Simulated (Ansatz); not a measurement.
# Pressure against volume: CaSe

Space group Fm-3m (No. 225). a = 5.940 Å, b = 5.940 Å, c = 5.940 Å, α = 90.00°, β = 90.00°, γ = 90.00°
```json
{"atom": "Ca", "site": "4a", "symmetry": "m-3m", "x": "0.0000", "y": "0.0000", "z": "0.0000"}
{"atom": "Se", "site": "4b", "symmetry": "m-3m", "x": "0.5000", "y": "0.0000", "z": "0.0000"}
```

The runs use the primitive cell with vectors (0.000, 2.970, 2.970), (2.970, 0.000, 2.970), (2.970, 2.970, 0.000) Å, to which the k mesh refers.

The cell is the one relaxed in the Materials Project (mp-1415), not relaxed further here; entries there can be hypothetical.

Levels of theory: DFT, LDA, all-electron LAPW, scalar-relativistic (Ansatz 0.2.0); DFT, LDA, PAW with Ansatz's default frozen-core files, scalar-relativistic (Ansatz 0.2.0).

For LAPW: a Γ-centred 9×9×9 k mesh, Fermi–Dirac smearing of 0.03 eV, basis error target 0.25 meV/atom, no spin polarisation. PAW takes a cutoff of 420 eV at this cell (files made with PBE, cores remade for this functional). The Ansatz runs share mesh, smearing and spin set-up. Plane-wave (PAW) pressures include the program's estimate of the Pulay term.

The cell above is scaled evenly, with fractional coordinates and shape held.

| V/V(cell) | V (Å³/atom) | P, LAPW (GPa) | P, PAW (GPa) | gap on the k mesh, LAPW (eV) |
| --- | --- | --- | --- | --- |
| 0.9600 | 25.156 | -1.89 | -1.89 | 1.85 |
| 0.9800 | 25.680 | -2.87 | -2.87 | 1.90 |
| 1.0000 | 26.204 | -3.73 | -3.74 | 1.95 |
| 1.0200 | 26.728 | ? | ? | ? |
| 1.0400 | 27.253 | -5.21 | -5.21 | 2.03 |

Question: Fill in the row V/V(cell) = 1.0200.

Answer: P, LAPW (GPa) = -4.51, P, PAW (GPa) = -4.51, gap on the k mesh, LAPW (eV) = 1.99.
